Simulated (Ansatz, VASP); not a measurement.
## Two plane-wave programs on ZnO

File INCAR:

```
ALGO = Normal
EDIFF = 1E-6
ENCUT = 520
GGA = PS
ISIF = 2
ISMEAR = 0
LASPH = True
LCHARG = True
LELF = True
LREAL = False
LVHAR = True
LWAVE = False
NBANDS = 26
NELM = 80
PREC = Accurate
SIGMA = 0.05
```

Contents of KPOINTS:

```
k-points
0
Gamma
  9 9 6
```

File POSCAR:

```
ZnO
1.0
    3.2493987239      0.0000000000      0.0000000000
   -1.6246993619      2.8140618419      0.0000000000
    0.0000000000      0.0000000000      5.0737050000
Zn O
2 2
Direct
    0.3333333333      0.6666666667      0.0000000000
    0.6666666667      0.3333333333      0.5000000000
    0.3333333333      0.6666666667      0.3821000000
    0.6666666667      0.3333333333      0.8821000000
```

Input for Ansatz:

```yaml
crystal:
  lattice:
    - [3.2493987239, 0.0, 0.0]
    - [-1.6246993619, 2.8140618419, 0.0]
    - [0.0, 0.0, 5.073705]
  atoms:
    - { symbol: Zn, position: [0.3333333333, 0.6666666667, 0.0] }
    - { symbol: Zn, position: [0.6666666667, 0.3333333333, 0.5] }
    - { symbol: O, position: [0.3333333333, 0.6666666667, 0.3821] }
    - { symbol: O, position: [0.6666666667, 0.3333333333, 0.8821] }
basis:
  ecutwfc: 420
kpoints:
  mp_grid: { grid: [9, 9, 6] }
hamiltonian:
  xc: pbesol
scf:
  occupations: { method: gaussian, width: 0.05 }
output:
  forces: true
  stress: true
  eigenvalues: true
```

Change from the starting cell: strain +0.000 along x and y, -0.025 along z, atoms carried along.

Alike in both runs: task single point; functional PBEsol; k mesh 9 × 9 × 6; occupations gaussian, width 0.05 eV; no spin polarisation.

```csv
,VASP,Ansatz
version,VASP 6.6.1,Ansatz 0.2.0
potentials or method,"VASP PAW PBE potentials, release 64 (Zn, O)","scalar-relativistic, plane waves, PAW"
plane-wave cutoff (eV),520,420
valence electrons in the cell,36,36
```

Ansatz gave:

* gap on the k mesh at the Fermi level (eV): 0.77
* least direct gap on the mesh (eV): 0.77
* pressure (GPa): 2.4
* largest component of the traceless stress (GPa): 4.28
* rms of the force components (eV/Å): 0.128

**Question.** What did VASP give for the same quantities?

**Answer.** gap on the k mesh at the Fermi level (eV): 0.75; least direct gap on the mesh (eV): 0.75; pressure (GPa): 3.1; largest component of the traceless stress (GPa): 4.42; rms of the force components (eV/Å): 0.137.

Atom by atom the forces differ by 0.009 eV/Å (rms over components).

Caveats: the PAW data sets were made with another functional, which shifts forces and pressure a little (VASP).
